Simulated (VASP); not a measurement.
The system is BaTiO3.

```
CELL_PARAMETERS angstrom
4.00600 0.00000 0.00000
0.00000 4.00600 0.00000
0.00000 0.00000 4.00600
ATOMIC_POSITIONS crystal
Ba 0.50000 0.50000 0.50000
Ti 0.00000 0.00000 0.00000
O 0.00000 0.00000 0.50000
O 0.00000 0.50000 0.00000
O 0.50000 0.00000 0.00000
```

```yaml
Program: VASP 6.6.1
Task: single point
Functional: PBE
Potentials_or_basis: VASP PAW PBE potentials, release 64 (Ba_sv, Ti_sv, O)
Cutoff: 520 eV
k_mesh: 7 × 7 × 7
Occupations: fermi-dirac, width 0.05 eV
Spin: no spin polarisation
```

On this cell: pressure 3.4 GPa; largest force zero by symmetry; band gap on the k mesh 1.80 eV, indirect (least direct gap 1.89 eV).

The same run follows on a disturbed copy (atoms moved at random, drawn with an rms of 0.05 Å):

```
Ba Ti O
1.0
     4.00600    0.00000    0.00000
     0.00000    4.00600    0.00000
     0.00000    0.00000    4.00600
Ba Ti O
1 1 3
Direct
  0.49958 0.49322 0.50628
  0.00007 0.99796 0.98907
  0.00338 0.00764 0.49317
  0.00026 0.49397 0.00679
  0.50262 0.99346 0.00855
```

Q: What changes?

A: The energy moves by +7.2 meV/atom; pressure 3.4 GPa; largest force 0.743 eV/Å; band gap on the k mesh 1.80 eV, indirect (least direct gap 1.90 eV).

Forces in eV/Å, atoms in the order of the input:
```
Ba   0.039  0.127 -0.288
Ti  -0.052  0.033  0.242
O   -0.030 -0.298  0.680
O    0.033  0.154 -0.300
O    0.010 -0.015 -0.334
```

Stress tensor (GPa, compression positive):
```
 3.50  0.02  0.03
 0.02  3.53 -0.03
 0.03 -0.03  3.31
```

Caveats: spin-orbit coupling is left out, which moves the levels of the heavy elements; an odd mesh through Γ misses points on the zone boundary, where band edges often lie.
